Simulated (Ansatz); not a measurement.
# Ge (Fd-3m) in Ansatz: a series of runs

One crystal, Ge, is run at these levels: revPBE+D4, PBE+D4; tasks: density of states, projected density of states.

Everything below comes from runs of Ansatz 0.2.0. Logs are shortened: lines on timing, memory, paths and dates and some standing lists are left out, and cuts for length are marked.

**What was measured.**

“Electronic and optical properties of SixGe1-x-ySny alloys lattice-matched to Ge”, 2021, arxiv:2109.02782 reports, for a bulk crystal of Ge at 293 K: band gap 0.666 eV (indirect).

The runs below are set against these values where they give the same quantity.

## 1. The structure

Symmetry: Fd-3m, No. 227, cubic system. Conventional cell: a = 5.658 Å, b = 5.658 Å, c = 5.658 Å, α = 90.00°, β = 90.00°, γ = 90.00°. Ge (site symmetry -43m) is surrounded by 4 Ge at 2.45 Å.

## 2. Density of states, revPBE+D4, non-collinear spin, antiferromagnetic start

Contents of input.yaml:

```yaml
crystal:
  lattice:
    - [0.0, 2.82891, 2.82891]
    - [2.82891, 0.0, 2.82891]
    - [2.82891, 2.82891, 0.0]
  atoms:
    - { symbol: Ge, position: [0.75, 0.75, 0.75], spin: 0.501, spin_axis: [0.57735, 0.57735, 0.57735] }
    - { symbol: Ge, position: [0.5, 0.5, 0.5], spin: 0.501, spin_axis: [-0.57735, -0.57735, -0.57735] }
kpoints:
  mp_grid: { grid: [6, 6, 6] }
scf:
  occupations: { method: fermi_dirac, width: 0.1 }
hamiltonian:
  xc: revpbe
  dispersion: d4
  pseudopotentials: { kind: all_electron, lapw: { basis_error: 0.002 } }
magnetization:
  noncollinear: true
output:
  forces: true
  stress: true
  eigenvalues: true
  dos: { projected: false, de: 0.1, e_range: [-10, 8] }
```

Potentials or basis: all-electron LAPW, scalar-relativistic.

Launch:

```
$ ansatz run input.yaml --threads 1 --pin off --max-ram 3072MiB --backend cpu --events-out ev --progress --plain --runs-dir out
```

The program printed:

```text
Warning: RAYON_NUM_THREADS=1 ignored (pool sized by the plan → 1); use --threads N
LAPW: plane waves up to 8.744 Å⁻¹, error target 2.0e-3 eV per atom; small_component_spin mean_spin; Ge in spheres of 1.225 Å, 22 of its electrons in bands, Dirac shells [] (how accurate: hamiltonian.pseudopotentials.lapw.basis_error, Limitations)
Engine: ansatz 0.2.0, x86_64-unknown-linux-gnu
Pseudopotentials: kind: all_electron
Pseudopotential: Ge, LAPW, valence charge 22, lapw/all_electron/scalar/gaussian/Ge, Koelling and Harmon's equation, gaussian nucleus
Functional definition: revPBE
  parameter kappa = 1.245
  parameter beta = 0.06672455060314922
  exchange = pbe_x(kappa = kappa, mu = beta*pi^2/3)
  correlation = pbe_c(beta = beta)
this run first makes a single point of its starting geometry on two collinear spin channels, or without spin where it has no moments, for its own SCFs to start from. `scf.lower_state_search: off` leaves that single point out
Crystal: 2 atoms, lattice volume = 45.278 Å³
Basis set: ecut = 291.3176210402446 eV, 531 PW (Γ), exchange–correlation at level 2
Bands: 28, of which v1, the nominal top of the filled ones, is band 22 counted from 1 (21 counted from 0)
Symmetry: 24 space group operations
Space group: F-43m (ITA 216), of the structure as read, at distance tolerance 3.6e-5 Å
Magnetic group: BNS 227.130 (UNI 1632), of the structure as read, at distance tolerance 3.6e-5 Å
k-points: 16 of 216 (time reversal used)
Non-local potential: Ge, projectors of the file, none
Initial density: superposition of atomic densities (chi_scale 0.1, normalization cell)
Starting moments: Σ|m| = 1.002 μB on 2 of 2 sites
Starting magnetic order: antiferromagnet; an inversion exchanges its spin sublattices: spin-degenerate at every k-point
Initial wavefunctions: plane waves of lowest kinetic energy (no species holds an atomic orbital)
Functional: x = revpbe(κ = 1.245, μ = 0.2195149727645171), c = pbe(β = 0.06672455060314922)
iter 1 solved again at ethr=9.96e-4 eV; its pass at ethr=1.00e-1 eV (dr2=4.38e-1 eV) is discarded
SCF iter   1: F=—  HF=-114241.812206 eV  |F-HF|=—  |Δ(HF+E_count)|=         —  Δρ=1.51e-2 (↑1.51e-2 ↓1.51e-2)  dr2=4.40e-1  dr2_m=5.71e-3  M=-0.000 μB ∫|m|=0.128 μB  β_m=0.30  ethr=9.96e-4  ⟨swp⟩=2.1  Hψ=5467  notcnv=0
preconditioner: auto → Kerker (q_TF=auto, 2.715 Å⁻¹)  [metal: Δε(μ)=0.085 eV  Ē_g=25.164 eV  σ=0.100 eV  W_gap=0.20  n_scr=14 (ndim 8)  ℏωp=29.2 eV  f_vac=0.087  D(μ)=0.13/eV (n_scr^D=0)]
spin=Collinear: Kerker preconditioning applied to the charge; magnetization (m = ρ↑ − ρ↓) channel mixes plain (no charge-response kernel on spin).
SCF iter   2: F=—  HF=-114241.803853 eV  |F-HF|=—  |Δ(HF+E_count)|=   8.35e-3  Δρ=1.25e-2 (↑1.25e-2 ↓1.25e-2)  dr2=3.36e-1  dr2_m=3.59e-3  M=-0.000 μB ∫|m|=0.102 μB  β_m=0.30  ethr=9.96e-4  ⟨swp⟩=2.0  Hψ=2444  notcnv=0
SCF iter   3: F=—  HF=-114241.783648 eV  |F-HF|=—  |Δ(HF+E_count)|=   2.02e-2  Δρ=5.73e-3 (↑5.73e-3 ↓5.73e-3)  dr2=1.01e-1  dr2_m=2.25e-3  M=-0.000 μB ∫|m|=0.083 μB  β_m=0.30  ethr=7.63e-4  ⟨swp⟩=2.0  Hψ=2476  notcnv=0
SCF iter   4: F=—  HF=-114241.768926 eV  |F-HF|=—  |Δ(HF+E_count)|=   1.47e-2  Δρ=3.31e-3 (↑3.31e-3 ↓3.31e-3)  dr2=2.51e-2  dr2_m=1.41e-3  M=0.000 μB ∫|m|=0.067 μB  β_m=0.30  ethr=2.29e-4  ⟨swp⟩=2.0  Hψ=2492  notcnv=0
SCF iter   5: F=—  HF=-114241.767750 eV  |F-HF|=—  |Δ(HF+E_count)|=         —  Δρ=2.14e-3 (↑2.14e-3 ↓2.14e-3)  dr2=4.87e-3  dr2_m=8.89e-4  M=0.000 μB ∫|m|=0.055 μB  β_m=0.30  ethr=5.71e-5  ⟨swp⟩=2.1  Hψ=2485  notcnv=0
the basis was enlarged: its passes take 264.9 KiB over the memory plan, 2 of 2 planned eigensolver slots
SCF iter   6: F=—  HF=-114241.772249 eV  |F-HF|=—  |Δ(HF+E_count)|=   4.50e-3  Δρ=1.53e-3 (↑1.53e-3 ↓1.53e-3)  dr2=1.42e-3  dr2_m=5.66e-4  M=0.000 μB ∫|m|=0.044 μB  β_m=0.30  ethr=1.11e-5  ⟨swp⟩=3.0  Hψ=2500  notcnv=0
iter 7 solved again at ethr=2.43e-7 eV; its pass at ethr=3.23e-6 eV (dr2=1.07e-4 eV) is discarded
SCF iter   7: F=—  HF=-114241.776908 eV  |F-HF|=—  |Δ(HF+E_count)|=   4.66e-3  Δρ=9.76e-4 (↑9.76e-4 ↓9.76e-4)  dr2=1.07e-4  dr2_m=3.63e-4  M=0.000 μB ∫|m|=0.035 μB  β_m=0.30  ethr=2.43e-7  ⟨swp⟩=2.0  Hψ=4480  notcnv=0
SCF iter   8: F=—  HF=-114241.777725 eV  |F-HF|=—  |Δ(HF+E_count)|=   8.17e-4  Δρ=7.69e-4 (↑7.69e-4 ↓7.69e-4)  dr2=4.49e-5  dr2_m=2.32e-4  M=0.000 μB ∫|m|=0.028 μB  β_m=0.30  ethr=2.43e-7  ⟨swp⟩=3.0  Hψ=2584  notcnv=0
SCF iter   9: F=—  HF=-114241.778356 eV  |F-HF|=—  |Δ(HF+E_count)|=   6.32e-4  Δρ=5.99e-4 (↑5.99e-4 ↓5.99e-4)  dr2=1.61e-6  dr2_m=1.48e-4  M=0.000 μB ∫|m|=0.023 μB  β_m=0.30  ethr=1.02e-7  ⟨swp⟩=3.1  Hψ=2588  notcnv=0
Mixer restart at iter 9: flushing history
spin-set hold released at iteration 9 (site moments contracting): the magnetisation degrees of freedom join the quasi-Newton model from the next iteration; the mixer history was flushed
SCF iter  10: F=—  HF=-114241.778573 eV  |F-HF|=—  |Δ(HF+E_count)|=   2.16e-4  Δρ=4.79e-4 (↑4.79e-4 ↓4.79e-4)  dr2=1.10e-6  dr2_m=9.47e-5  M=0.000 μB ∫|m|=0.018 μB  β_m=0.56  ethr=3.65e-9  ⟨swp⟩=3.1  Hψ=2586  notcnv=0
SCF iter  11: F=—  HF=-114241.778958 eV  |F-HF|=—  |Δ(HF+E_count)|=   3.85e-4  Δρ=7.63e-5 (↑7.63e-5 ↓7.63e-5)  dr2=1.02e-7  dr2_m=2.39e-6  M=0.000 μB ∫|m|=0.003 μB  β_m=0.82  ethr=2.51e-9  ⟨swp⟩=4.0  Hψ=3028  notcnv=0
SCF iter  12: F=—  HF=-114241.778969 eV  |F-HF|=—  |Δ(HF+E_count)|=   1.17e-5  Δρ=4.77e-6 (↑4.77e-6 ↓4.76e-6)  dr2=2.57e-8  dr2_m=4.79e-9  M=0.000 μB ∫|m|=0.000 μB  β_m=0.91  ethr=2.32e-10  ⟨swp⟩=3.9  Hψ=2979  notcnv=0
SCF iter  13: F=-114241.778970 eV  HF=-114241.778970 eV  |F-HF|=7.67e-9  |Δ(HF+E_count)|=   1.76e-7  Δρ=1.73e-6 (↑1.73e-6 ↓1.73e-6)  dr2=9.97e-9  dr2_m=1.05e-11  M=0.000 μB ∫|m|=0.000 μB  ethr=5.84e-11  ⟨swp⟩=3.1  Hψ=2586  notcnv=0
SCF 1 converged in 13 iterations: F = -114241.778970 eV  dr2 = 9.97e-9
this run first made a single point of its starting geometry. This run's own SCFs start from that state's density.
Bands: 54, of which v1, the nominal top of the filled ones, is band 44 counted from 1 (43 counted from 0)
Symmetry: 48 space group operations + 48 with time reversal
Moments: of one size on atoms that these operations exchange, one fixing the others by the rotation that the starting moments gave each, and all in one plane where the starting moments lie in one or along one axis (crystal.symmetry.detect: false holds none)
k-points: 16 of 216
Initial density: read from a saved state, or passed on in memory by an earlier SCF of this step, an earlier step, the calling program or the single point that the run made first
Stability of the state it starts from, as read at its close in the collinear treatment: not read negative (a value of 1 − χ₀K of 0.65, by a stability probe under the symmetry group of the SCF that read it); its run was given moments
Starting moments: Σ|m| = 1.002 μB on 2 of 2 sites; this step starts from the density that it was given
iter 1 solved again at ethr=1.40e-8 eV; its pass at ethr=1.00e-1 eV (dr2=6.18e-6 eV) is discarded
SCF iter   1: F=—  HF=-114241.778970 eV  |F-HF|=—  |Δ(HF+E_count)|=         —  Δρ=3.43e-6  dr2=1.01e-8  dr2_m=1.05e-11  ethr=1.40e-8  |M|=9.70e-22 ∫|m|=6.10e-6 μB  β_m=0.30  ⟨swp⟩=5.8  Hψ=7537  notcnv=0
the basis was enlarged: its passes take 1.4 MiB over the memory plan, 1 of 1 planned eigensolver slots
preconditioner: auto → none  [metal: Δε(μ)=0.119 eV  Ē_g=24.393 eV  σ=0.100 eV  W_gap=0.29  n_scr=14 (ndim 8)  ℏωp=29.2 eV  f_vac=0.187  D(μ)=0.15/eV (n_scr^D=0)]
SCF iter   2: F=-114241.778970 eV  HF=-114241.778970 eV  |F-HF|=1.45e-8  |Δ(HF+E_count)|=   1.33e-8  Δρ=2.50e-6  dr2=4.71e-9  dr2_m=6.78e-12  ethr=2.31e-11  |M|=3.30e-22 ∫|m|=4.87e-6 μB  ⟨swp⟩=3.0  Hψ=2768  notcnv=0
SCF 2 converged in 2 iterations: F = -114241.778970 eV  dr2 = 4.71e-9
WARN: the starting moments were not kept: the SCF closed with an absolute magnetisation of 4.8e-6 μB, where they sum to 1.002 μB in size (2 sites). That is at most 0.1 of that sum. Measured as dr2_m measures the in/out step, that magnetisation stands 1.8e-12 eV from none, at or under the dr2_threshold of 1.0e-7 eV: it is no larger than a step whose dr2_m would equal this threshold. The system may hold no moment; this SCF shows only that its start led to no more than that. This SCF took its magnetisation from a saved state (the deck's checkpoint.read, a session's seed or a resume), or from the single point or search that the run made first, and not from the starting moments. Where the run's atoms have moved since that state, how it is taken is a key of its own (checkpoint.density_extrapolation: follow_atoms, where typed, takes the whole of its magnetisation to them with its atoms, but for some exceptions; the density_extrapolation keyword of a session's seed is the same key). To be rid of a resumed run's state, run its deck in a fresh run directory. To be rid of the state of a single point that the run made first, give starting moments in the input or, where a deck that gives them still makes one, type scf.lower_state_search: off. To try another start, run it without that state.
SCF converged after 2 iterations
Stability not checked: this state was not tested for a lower state beside it, because this non-collinear magnet's GGA is evaluated by the locally collinear projection, under which the energy is not smooth in the magnetisation (locally_collinear_gga; see scf.lower_state_search)
Magnetization: |M| = 0.0000 μB,  M = (-0.0000, -0.0000, -0.0000) μB
Absolute magnetization: 0.0000 μB (∫|m|)
Moment direction: held on its axis by an average over the rotations of spin about it
  site 0: m = (-0.0000, -0.0000, -0.0000) μB, |m| = 0.0000 μB  (R = 1.22 Å)
  site 1: m = (+0.0000, +0.0000, +0.0000) μB, |m| = 0.0000 μB  (R = 1.22 Å)
Free energy (F): -114241.778970 eV
Harris-Foulkes:  -114241.778970 eV  (|F-HF|=1.45e-8)
Internal energy: -114241.773979 eV  (E = F + TS)
E sigma→0 (E₀):  -114241.776474 eV
Entropy (-TS):   -0.004991 eV (-2.495 meV/atom)
Fermi energy:    10.135392 eV
--- Per-component energies (eV) ---
  E_band       = -2082.092465
  E_kinetic    = 116640.189805
  E_xc         = -4349.459508
  E_electrostatic = -226531.423571  (all electrons and nuclei)
  E_disp       = -1.080705  (pairwise vdW)
  E_smearing   = -0.004991  (= −TS)
  E_closure    = 0.000000  (closes the sum)
  E_atoms      = -114232.341562  (free atoms, spherical and without spin; not in F)
  Σ components = -114241.778970   (vs F -114241.778970, Δ=0.00e0)
  Basis errors (estimates in eV, not in F): energy 8.2e-4 per atom: plane waves 7.6e-4 (4.6e-4 summed), levels above the bands 1.1e-36, relativity 2.2e-8, radial functions 5.6e-5, core shells 4.3e-11; eigenvalues (radial functions only) 8.8e-7; not estimated: angular momenta, meshes, grids; target (lapw.basis_error) 2.0e-3; muffin-tin radii Ge 1.225 Å
--- Forces (eV/Å), atoms counted from 1 ---
  atom   1  Ge     0.00000000     0.00000000     0.00000000
  atom   2  Ge    -0.00000000    -0.00000000     0.00000000
  max |Σ_I F_I| component: 5.78e-19 eV/Å
--- Stress (GPa, compression-positive) ---
        0.919841       0.000000      -0.000000
        0.000000       0.919841       0.000000
       -0.000000       0.000000       0.919841
  P = ⅓ Tr σ = 0.9198 GPa (9.198 kbar)
--- Band table (eV; the first three rows and the last of 16) ---
  k-point 0: bands = ["-153.8135", "-153.8135", "-153.8112", "-153.8112", "-100.8816", "-100.8816", "-100.8816", "-100.8816", "-100.8816", "-100.8816", "-100.8730", "-100.8730", "-100.8730", "-100.8730", "-100.8730", "-100.8730", "-14.7295", "-14.7295", "-14.7295", "-14.7295", "-14.7295", "-14.7295", "-14.6947", "-14.6947", "-14.6947", "-14.6947", "-14.4829", "-14.4829", "-14.4829", "-14.4829", "-14.4829", "-14.4829", "-14.4706", "-14.4706", "-14.4706", "-14.4706", "-2.6781", "-2.6781", "10.0709", "10.0709", "10.0709", "10.0709", "10.0709", "10.0709", "10.1901", "10.1901", "12.6263", "12.6263", "12.6263", "12.6263", "12.6263", "12.6263", "16.6488", "16.6488"]
  k-point 1: bands = ["-153.8134", "-153.8134", "-153.8113", "-153.8113", "-100.8818", "-100.8818", "-100.8818", "-100.8818", "-100.8814", "-100.8814", "-100.8732", "-100.8732", "-100.8729", "-100.8729", "-100.8729", "-100.8729", "-14.7415", "-14.7415", "-14.7415", "-14.7415", "-14.7252", "-14.7252", "-14.6771", "-14.6771", "-14.6771", "-14.6771", "-14.5005", "-14.5005", "-14.5005", "-14.5005", "-14.4879", "-14.4879", "-14.4559", "-14.4559", "-14.4559", "-14.4559", "-2.3417", "-2.3417", "6.9317", "6.9317", "9.5487", "9.5487", "9.5487", "9.5487", "11.0825", "11.0825", "13.3187", "13.3187", "13.3187", "13.3187", "14.2770", "14.2770", "18.0160", "18.0160"]
  k-point 2: bands = ["-153.8131", "-153.8131", "-153.8116", "-153.8116", "-100.8820", "-100.8820", "-100.8820", "-100.8820", "-100.8809", "-100.8809", "-100.8738", "-100.8738", "-100.8726", "-100.8726", "-100.8726", "-100.8726", "-14.7516", "-14.7516", "-14.7516", "-14.7516", "-14.7164", "-14.7164", "-14.6581", "-14.6581", "-14.6581", "-14.6581", "-14.5150", "-14.5150", "-14.5150", "-14.5150", "-14.4982", "-14.4982", "-14.4452", "-14.4452", "-14.4452", "-14.4452", "-1.4095", "-1.4095", "4.0091", "4.0091", "8.9031", "8.9031", "8.9031", "8.9031", "10.5404", "10.5404", "13.8532", "13.8532", "13.8532", "13.8532", "17.1836", "17.1836", "18.0452", "18.0452"]
  k-point 15: bands = ["-153.8123", "-153.8123", "-153.8123", "-153.8123", "-100.8827", "-100.8827", "-100.8827", "-100.8827", "-100.8773", "-100.8773", "-100.8773", "-100.8773", "-100.8719", "-100.8719", "-100.8719", "-100.8719", "-14.7743", "-14.7743", "-14.7743", "-14.7743", "-14.6487", "-14.6487", "-14.6487", "-14.6487", "-14.5835", "-14.5835", "-14.5835", "-14.5835", "-14.5468", "-14.5468", "-14.5468", "-14.5468", "-14.4189", "-14.4189", "-14.4189", "-14.4189", "1.2812", "1.2812", "1.2812", "1.2812", "6.3528", "6.3528", "6.3528", "6.3528", "12.8123", "12.8123", "12.8123", "12.8123", "16.6794", "16.6794", "16.6794", "16.6794", "21.1366", "21.1366"]
```

Run time: 38 s. Hardware: 1 thread of Intel Xeon 6975P-C (Granite Rapids), shared host; peak memory 0.45 GiB.

Results:

```yaml
Free_energy: -114241.7790 eV
Pressure: 0.9 GPa
Net_moment: 0.00 μB per cell
Absolute_moment: 0.00 μB per cell
```

States per cell in windows of 1 eV (zero at the Fermi level; states under -8 eV left out):
| from (eV) | total |
| --- | --- |
| -8.0 | 0.88 |
| -7.0 | 0.43 |
| -6.0 | 0.24 |
| -5.0 | 0.32 |
| -4.0 | 1.33 |
| -3.0 | 1.47 |
| -2.0 | 0.93 |
| -1.0 | 0.19 |
| 0.0 | 0.13 |
| 1.0 | 1.19 |
| 2.0 | 1.08 |
| 3.0 | 1.57 |
| 4.0 | 1.13 |
| 5.0 | 0.77 |
| 6.0 | 1.70 |
| 7.0 | 0.71 |

Moments on the atoms (μB; x, y, z):
```
Ge  0.00 0.00 0.00
Ge  0.00 0.00 0.00
```

Caveat: the starting moments weren't kept.

## 3. Projected density of states, PBE+D4

Contents of input.yaml:

```yaml
crystal:
  lattice:
    - [0.0, 2.82891, 2.82891]
    - [2.82891, 0.0, 2.82891]
    - [2.82891, 2.82891, 0.0]
  atoms:
    - { symbol: Ge, position: [0.75, 0.75, 0.75] }
    - { symbol: Ge, position: [0.5, 0.5, 0.5] }
kpoints:
  mp_grid: { grid: [8, 8, 8] }
  band_path:
    path:
      - [0.0, 0.0, 0.0]
      - [0.5, 0.0, 0.5]
      - [0.5, 0.25, 0.75]
      - [0.375, 0.375, 0.75]
      - [0.0, 0.0, 0.0]
      - [0.5, 0.5, 0.5]
      - [0.625, 0.25, 0.625]
      - [0.5, 0.25, 0.75]
    npoints: 6
scf:
  occupations: { method: fermi_dirac, width: 0.01 }
hamiltonian:
  xc: pbe
  dispersion: d4
  pseudopotentials: { kind: all_electron, lapw: { basis_error: 0.0005 } }
output:
  forces: true
  stress: true
  eigenvalues: true
  fatbands: true
  dos: { projected: true, de: 0.1, e_range: [-20, 6] }
  populations: true
```

Potentials or basis: all-electron LAPW, scalar-relativistic.

Launch:

```
$ ansatz run input.yaml --threads 1 --pin off --max-ram 3072MiB --backend cpu --events-out ev --progress --plain --runs-dir out
```

Wall time 9.2 s (1 thread of Intel Xeon 6975P-C (Granite Rapids), shared host); peak memory 0.35 GiB.

Results (log left out):

```yaml
Free_energy: -114233.2337 eV
Pressure: 1.3 GPa
Band_gap_on_the_k_mesh: 0.04 eV, direct
Band_gap_along_the_path: 0.04 eV, direct
```

Levels at the corners of the path, in eV from the valence-band top:
| point | band 20 | band 21 | band 22 | band 23 | band 24 | band 25 |
| --- | --- | --- | --- | --- | --- | --- |
| Γ | 0.00 | 0.00 | 0.00 | 0.04 | 2.55 | 2.55 |
| X | -8.88 | -3.07 | -3.07 | 0.75 | 0.75 | 9.51 |
| W | -8.79 | -3.90 | -3.90 | 4.32 | 4.32 | 4.71 |
| K | -8.29 | -4.33 | -2.63 | 1.16 | 4.09 | 7.22 |
| Γ | 0.00 | 0.00 | 0.00 | 0.04 | 2.55 | 2.55 |
| L | -7.60 | -1.40 | -1.40 | 0.18 | 3.74 | 3.74 |
| U | -8.29 | -4.33 | -2.63 | 1.16 | 4.09 | 7.22 |
| W | -8.79 | -3.90 | -3.90 | 4.32 | 4.32 | 4.71 |

States per cell in windows of 1 eV (zero at the valence-band top; states under -8 eV left out):
```
from (eV)  total  Ge1 4p  Ge2 4p  Ge1 4s  Ge2 4s  Ge1 3s  Ge2 3s
     -8.0   0.86    0.20    0.20    0.23    0.23    0.00    0.00
     -7.0   0.43    0.10    0.10    0.11    0.11    0.00    0.00
     -6.0   0.23    0.06    0.06    0.06    0.06    0.00    0.00
     -5.0   0.42    0.17    0.17    0.04    0.04    0.00    0.00
     -4.0   1.19    0.55    0.55    0.04    0.04    0.00    0.00
     -3.0   1.44    0.68    0.68    0.03    0.03    0.00    0.00
     -2.0   0.99    0.48    0.48    0.01    0.01    0.00    0.00
     -1.0   0.20    0.10    0.10    0.00    0.00    0.00    0.00
      0.0   0.11    0.03    0.03    0.02    0.02    0.00    0.00
      1.0   1.27    0.39    0.39    0.20    0.20    0.00    0.00
      2.0   1.12    0.35    0.35    0.15    0.15    0.00    0.00
      3.0   1.24    0.47    0.47    0.07    0.07    0.00    0.00
      4.0   1.23    0.44    0.44    0.05    0.05    0.00    0.00
      5.0   1.26    0.41    0.41    0.04    0.04    0.00    0.00
```

## 4. Against experiment

Step 3. A measured gap of Ge is 0.666 eV (indirect; 293 K; “Electronic and optical properties of SixGe1-x-ySny alloys lattice-matched to Ge”, 2021, arxiv:2109.02782); the calculated 0.04 eV misses it by -0.63 eV. 3 values of this kind are on record (0.666 to 0.807 eV); this one was drawn at random among those near their median. Spin-orbit coupling on Ge is left out. The value is that of PBE+D4, without temperature or zero-point motion. Semilocal functionals fall short of measured gaps as a rule.
